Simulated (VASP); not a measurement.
Set up this calculation in VASP 6.6.1, as the native input.

* Task: single point
* Functional: PBEsol
* Potentials or basis: VASP PAW PBE potentials, release 64 (Y_sv)
* Cutoff: 520 eV
* k mesh: 12 × 12 × 12
* Occupations: fermi-dirac, width 0.03 eV
* Spin: no spin polarisation
* Dipole correction: no
* Further INCAR settings: ALGO = Fast; EDIFF = 1e-06; NBANDS = 12

The structure of Y lies in POSCAR:

```
Y
1.0
    0.0000000000      2.5855737421      2.5855737421
    2.5855737421      0.0000000000      2.5855737421
    2.5855737421      2.5855737421      0.0000000000
Y
1
Direct
    0.0000000000      0.0000000000      0.0000000000
```

This isn't the form of Y at room conditions, which is hcp.

The cell isn't the ideal one: functional pbesol, volume scaled by 1.04.

These files were run (other wordings do the same):

INCAR

```
ALGO = Fast
EDIFF = 1E-6
ENCUT = 520
GGA = PS
ISIF = 2
ISMEAR = -1
LASPH = T
LCHARG = T
LELF = T
LREAL = F
LVHAR = T
LWAVE = F
NBANDS = 12
NELM = 100
PREC = Accurate
SIGMA = 0.03
```

KPOINTS

```
k-points
0
Gamma
  12 12 12
```

Potentials or basis: VASP PAW PBE potentials, release 64 (Y_sv).

Launch:

```bash
$ cat potpaw_PBE.64/Y_sv/POTCAR > POTCAR
$ mpirun -np 1 vasp_std > vasp.out
```

It gave:

- Pressure: -4.1 GPa
- Band gap on the k mesh: none (metal or under the smearing width)

Caveat: the PAW data sets were made with another functional, which shifts forces and pressure a little.

It took 22 s on 1 thread of Intel(R) Xeon(R) Platinum 8559C (Emerald Rapids) (shared host), peak memory 0.18 GiB.
